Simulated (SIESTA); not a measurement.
Crystal: ZnS.

```
Zn S
1.0
     0.00000    2.70200    2.70200
     2.70200    0.00000    2.70200
     2.70200    2.70200    0.00000
Zn S
1 1
Direct
  0.75000 0.75000 0.75000
  0.00000 0.00000 0.00000
```

Base run:

* Program: SIESTA 5.4.2
* Functional: PBE
* Potentials or basis: PseudoDojo 0.4 standard (PBE files)
* Basis: SZP (energy shift 0.003 Ry)
* Grid cutoff: 800 Ry
* Energy shift: 0.003 Ry
* k mesh: 9 × 9 × 9
* Occupations: fermi-dirac, width 0.05 eV
* Spin: no spin polarisation

Its results: band gap on the k mesh 4.05 eV, indirect (least direct gap 5.26 eV); pressure 0.6 GPa.

Question: The run is repeated on the same cell with these changes: basis from SZP (energy shift 0.003 Ry) to TZDP (energy shift 0.003 Ry; two zetas on semicore shells). What comes out?

Answer: Band gap on the k mesh 2.43 eV, direct; pressure 1.8 GPa.

Caveats: short orbitals over semicore shells can move pressures by several GPa; the valence orbitals were made in a potential fitted to the semicore shell under them, which widens gaps by tenths of an eV or more; an odd mesh through Γ misses points on the zone boundary, where band edges often lie; the basis of atomic orbitals isn't converged, which shifts pressures, moduli and gaps.
